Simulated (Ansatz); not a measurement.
**Convergence notes, G0W0 on AlN (zincblende)**

AlN in the zincblende structure, relaxed with r2SCAN; one-shot G0W0 in Ansatz without spin-orbit coupling. Spin-unpolarised throughout; all numbers are computed.

```cif
data_structure
_symmetry_space_group_name_H-M 'F-43m'
_symmetry_Int_Tables_number 216
_cell_length_a 4.3698
_cell_length_b 4.3698
_cell_length_c 4.3698
_cell_angle_alpha 90.000
_cell_angle_beta 90.000
_cell_angle_gamma 90.000
_cell_volume 83.44
loop_
_atom_site_label
_atom_site_type_symbol
_atom_site_symmetry_multiplicity
_atom_site_Wyckoff_symbol
_atom_site_fract_x
_atom_site_fract_y
_atom_site_fract_z
_atom_site_occupancy
Al1 Al 4 a 0.00000 0.00000 0.00000 1
N1 N 4 d 0.25000 0.25000 0.75000 1
```

Gaps are read over the mesh points alone. G0W0 here is at a finite number of bands, screening cutoff and k mesh, not at the basis limit.
```tsv
start	potentials	frequency model	mesh	empty bands	screening cutoff (eV)	Kohn-Sham gap (eV)	G0W0 gap (eV)	rough cost
PBE	PAW	contour deformation	6×6×6	33	80	3.32	4.40	8 core-seconds
PBE	PAW	contour deformation	6×6×6	78	140	3.32	4.65	24 core-seconds
PBE	PAW	contour deformation	6×6×6	144	210	3.32	4.79	90 core-seconds
HSE06	PAW	contour deformation	6×6×6	78	140	4.55	5.26	50 core-seconds
LDA	PAW	contour deformation	6×6×6	78	140	3.24	4.71	24 core-seconds
r2SCAN	PAW	contour deformation	6×6×6	78	140	3.94	4.95	30 core-seconds
PBE	PAW	Godby-Needs pole	6×6×6	78	140	3.32	4.58	25 core-seconds
PBE	PAW	contour deformation	8×8×8	33	80	3.33	4.40	30 core-seconds
PBE	norm-conserving	contour deformation	6×6×6	78	140	3.31	4.64	60 core-seconds
```

Over the mesh points the PBE gap of 3.32 eV becomes a quasiparticle gap of 4.79 eV (Γ to X), a change of +1.47 eV. Renormalisation factors Z lie between 0.76 and 0.83.

Raising bands and cutoff together moves the gap by +0.25 eV (80 to 140 eV), then +0.14 eV (140 to 210 eV); the last step is still large, so the basis limit isn't reached. Starting from HSE06 (4.55 eV against PBE's 3.32 eV) gives 5.26 eV, +0.61 eV from G0W0@PBE at the same screening cutoff. Starting from LDA (3.24 eV against PBE's 3.32 eV) gives 4.71 eV, +0.06 eV from G0W0@PBE at the same screening cutoff. Starting from r2SCAN (3.94 eV against PBE's 3.32 eV) gives 4.95 eV, +0.30 eV from G0W0@PBE at the same screening cutoff. The Godby-Needs plasmon pole differs from contour deformation by -0.07 eV. An 8×8×8 mesh in place of 6×6×6 changes the opening over PBE by 0.00 eV (the gap on the mesh by 0.00 eV). Norm-conserving potentials (wave cutoff 1240 eV against 420 eV) shift the quasiparticle gap by -0.01 eV and the PBE gap by -0.01 eV. r2SCAN runs take a wave cutoff of 500 eV.
